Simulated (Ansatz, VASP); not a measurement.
## Two plane-wave programs on TiC

INCAR

```
PREC = Accurate
ENCUT = 520
EDIFF = 1E-6
ISMEAR = -1
SIGMA = 0.05
LREAL = F
LASPH = T
NELM = 60
ALGO = Normal
ISIF = 2
LWAVE = F
LCHARG = F
GGA = PE
NBANDS = 15
```

KPOINTS

```
Automatic mesh
0
Gamma
  10 10 10
```

The input POSCAR:

```
TiC
1.0
    3.0216726734      0.0000000000      0.0000000000
   -1.5108313703      2.6168381250      0.0000000000
    0.0000000000      0.0000000000      2.6798622732
Ti C
1 1
Direct
    0.0000000000      0.0000000000      0.5000000000
    0.3333300000      0.6666700000      0.0000000000
```

Contents of input.yaml:

```yaml
crystal:
  lattice:
    - [3.0216726734, 0.0, 0.0]
    - [-1.5108313703, 2.616838125, 0.0]
    - [0.0, 0.0, 2.6798622732]
  atoms:
    - { symbol: Ti, position: [0.0, 0.0, 0.5] }
    - { symbol: C, position: [0.33333, 0.66667, 0.0] }
hamiltonian:
  xc: pbe
  pseudopotentials: { kind: paw }
kpoints:
  mp_grid: { grid: [10, 10, 10] }
scf:
  occupations: { method: fermi_dirac, width: 0.05 }
output:
  forces: true
  stress: true
  eigenvalues: true
```

The cell was built by a generator and needn't be a form met in nature.

Alike in both runs: task single point; functional PBE; k mesh 10 × 10 × 10; occupations fermi-dirac, width 0.05 eV; no spin polarisation.

```csv
,VASP,Ansatz
version,VASP 6.6.1,Ansatz 0.2.0
potentials or method,"VASP PAW PBE potentials, release 64 (Ti_sv, C)",Ansatz PAW
plane-wave cutoff (eV),520,420
valence electrons in the cell,16,16
```

```tsv
	VASP	Ansatz	Ansatz less VASP
gap on the k mesh at the Fermi level (eV)	none	none	-
pressure (GPa)	4.7	4.7	-0.09
largest component of the traceless stress (GPa)	0.46	0.46	+0.002
```

A gap of «none» marks a metal or a gap that the smearing closes.
